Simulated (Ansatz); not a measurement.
## P: how the energy converges with the cutoff

P, P2/m, a = 2.425 Å, b = 2.439 Å, c = 4.852 Å, β = 90.2°. This isn't the element's structure at ambient conditions. Ansatz: PBE, PAW, cutoff varied, Γ-centred 18×18×10 mesh on 2 atoms, Gaussian smearing 0.10 eV; no spin polarisation. Single points at one geometry, the cutoff alone changed; ΔE is the energy at zero smearing over the run at 600 eV (runs within 0.3 meV/atom of it are left out). The runs up to 350 eV lie under the cutoff recommended for these PAW datasets.

| cutoff (eV) | ΔE (meV/atom) |
| --- | --- |
| 200 | 593.16 |
| 250 | 189.54 |
| 300 | 42.28 |
| 350 | 6.34 |
| 420 | ? |

Problem. Assume ΔE falls exponentially with the cutoff, fit y = ln ΔE against x, the cutoff in eV, to the other rows, and predict the missing value.

Solution. y = 6.385, 5.245, 3.744, 1.847. Means x = 275.0, y = 4.3053; Σ(Δx)² = 12500, ΣΔxΔy = -377.9; the slope is their ratio. y = 12.62 − 0.03023 x, a factor of ten per 76 eV. At 420 eV this gives ΔE = 0.93 meV/atom. The run gave 0.40, a ratio of 2.33. Between neighbouring rows the decay runs from a factor of ten per 58 eV to one per 101 eV, so one exponential is only a rough guide.

Cost: 7 runs of about 2.7 core-minutes in all, on Arm Neoverse N1 (shared hosts).